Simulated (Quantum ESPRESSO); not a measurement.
HfC:

```
Hf C
1.0
     0.00000    2.32500    2.32500
     2.32500    0.00000    2.32500
     2.32500    2.32500    0.00000
Hf C
1 1
Direct
  0.50000 0.50000 0.50000
  0.00000 0.00000 0.00000
```

```yaml
Program: Quantum ESPRESSO 7.5
Task: relaxation of cell and atoms
Functional: PBEsol
Dispersion: D4
Potentials_or_basis: GBRV 1.5 PBEsol
Cutoff: 612 eV
Density_cutoff: 4898 eV
k_mesh: 10 × 10 × 10
Occupations: fermi-dirac, width 0.05 eV
Spin: no spin polarisation
```

At the start: pressure -8.2 GPa; volume 12.57 Å³/atom.

Where does the relaxation end?

Over 3 steps the energy falls by 10.4 meV/atom and the volume is 12.14 Å³/atom (-3.4 %); space group Fm-3m (No. 225, to 0.05 Å).

Step by step:
```tsv
step	energy change (eV)	largest force (eV/Å)	pressure (GPa)	volume (Å³)
1	0.0000	0.0000	-8.23	25.14
2	-0.0137	0.0000	-5.04	24.79
3	-0.0207	0.0000	0.19	24.27
```

Final structure:
```
CELL_PARAMETERS angstrom
0.00000 2.29804 2.29804
2.29804 0.00000 2.29804
2.29804 2.29804 0.00000
ATOMIC_POSITIONS crystal
Hf 0.50000 0.50000 0.50000
C 0.00000 0.00000 0.00000
```

Caveat: pairwise dispersion overbinds metals, which lowers pressure and volume.
